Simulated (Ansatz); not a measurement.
# MgO: the band gap up the ladder of functionals

An exercise on one series of results from a longer session: the logs are not shown, and one member is left open.

The runs shown are made with Ansatz 0.2.0. PAW datasets, plane waves. Computed at 0 K without zero-point motion; spin polarisation is off.

### The structure to begin with

The cell was relaxed beforehand with r2SCAN.

Space group R-3m (No. 166), trigonal; conventional cell a = 2.961 Å, c = 59.240 Å, 9.37 Å³ an atom. Mg has 6 O at 2.14 Å; Mg has 6 O at 2.10 Å.

Coordinates:

```
Mg O
1.0
     1.48034    0.85467   19.74681
    -1.48034    0.85467   19.74681
     0.00000   -1.70935   19.74681
Mg O
8 8
Cartesian
  0.0000 0.0000 22.2528
  0.0000 0.0000 36.9876
  0.0000 0.0000 46.9363
  0.0000 0.0000 12.3041
  0.0000 0.0000 54.2282
  0.0000 0.0000 5.0123
  0.0000 0.0000 29.6202
  0.0000 0.0000 0.0000
  0.0000 0.0000 8.6581
  0.0000 0.0000 50.5824
  0.0000 0.0000 25.9743
  0.0000 0.0000 33.2661
  0.0000 0.0000 18.5350
  0.0000 0.0000 40.7054
  0.0000 0.0000 15.9465
  0.0000 0.0000 43.2940
```

The first run:

Input file input.yaml:

```yaml
crystal:
  lattice:
    - [1.4803365636, 0.8546727135, 19.7468084638]
    - [-1.4803365636, 0.8546727135, 19.7468084638]
    - [0.0, -1.709345427, 19.7468084638]
  atoms:
    - { symbol: Mg, position: [0.3756355028, 0.3756355028, 0.3756355028] }
    - { symbol: Mg, position: [0.6243644972, 0.6243644972, 0.6243644972] }
    - { symbol: Mg, position: [0.7923022651, 0.7923022651, 0.7923022651] }
    - { symbol: Mg, position: [0.2076977349, 0.2076977349, 0.2076977349] }
    - { symbol: Mg, position: [0.9153911685, 0.9153911685, 0.9153911685] }
    - { symbol: Mg, position: [0.0846088315, 0.0846088315, 0.0846088315] }
    - { symbol: Mg, position: [0.5, 0.5, 0.5] }
    - { symbol: Mg, position: [0.0, 0.0, 0.0] }
    - { symbol: O, position: [0.1461512394, 0.1461512394, 0.1461512394] }
    - { symbol: O, position: [0.8538487606, 0.8538487606, 0.8538487606] }
    - { symbol: O, position: [0.4384555602, 0.4384555602, 0.4384555602] }
    - { symbol: O, position: [0.5615444398, 0.5615444398, 0.5615444398] }
    - { symbol: O, position: [0.312877788, 0.312877788, 0.312877788] }
    - { symbol: O, position: [0.687122212, 0.687122212, 0.687122212] }
    - { symbol: O, position: [0.2691821748, 0.2691821748, 0.2691821748] }
    - { symbol: O, position: [0.7308178252, 0.7308178252, 0.7308178252] }
kpoints:
  mp_grid: { grid: [10, 10, 10] }
  band_path:
    path:
      - [[0.0, 0.0, 0.0], [0.5, 0.5, 0.5], [0.8320844709311, 0.1679155290689, 0.5]]
      - [[0.5, -0.1679155290689, 0.1679155290689], [0.5, -2.525571764708e-16, 6.237496779632e-16], [0.0, 0.0, 0.0], [0.3339577645344, -0.3339577645344, -8.396132464062e-18]]
      - [[0.6660422354656, -4.365953132671e-16, 0.3339577645344], [0.5, -2.341254082621e-16, 0.5], [0.0, 0.0, 0.0]]
    npoints: 10
hamiltonian:
  xc: pbe
scf:
  occupations: { method: fermi_dirac, width: 0.02 }
  n_extra_bands: 8
output:
  forces: true
  stress: true
  eigenvalues: true
```

Among the steps run: PBE band path; r2SCAN; Single point with HSE06; PBE0 at the same geometry.

One of the session's tables, all rows but one given; the rest of the session is left out.

```
 level  gap (eV)
   PBE         ?
r2SCAN      4.99
 HSE06      5.84
  PBE0      6.57
```

**Question.** Estimate the row for PBE.

The run gave: gap (eV): 4.17. In the column «gap (eV)» it is the lowest.

Meshes: PBE 10×10×10, r2SCAN 10×10×10, HSE06 6×6×6, PBE0 6×6×6

What this shows: The gap runs from 4.17 eV (PBE) to 6.57 eV (PBE0). PBE reaches 71 % of the HSE06 value, and r2SCAN 85 %. PBE0 lies 0.74 eV above HSE06, which differs from it by screening the long-range exchange.

Limits of these values: Warnings in the runs' records: stress scf threshold loose, stress exchange threshold loose.
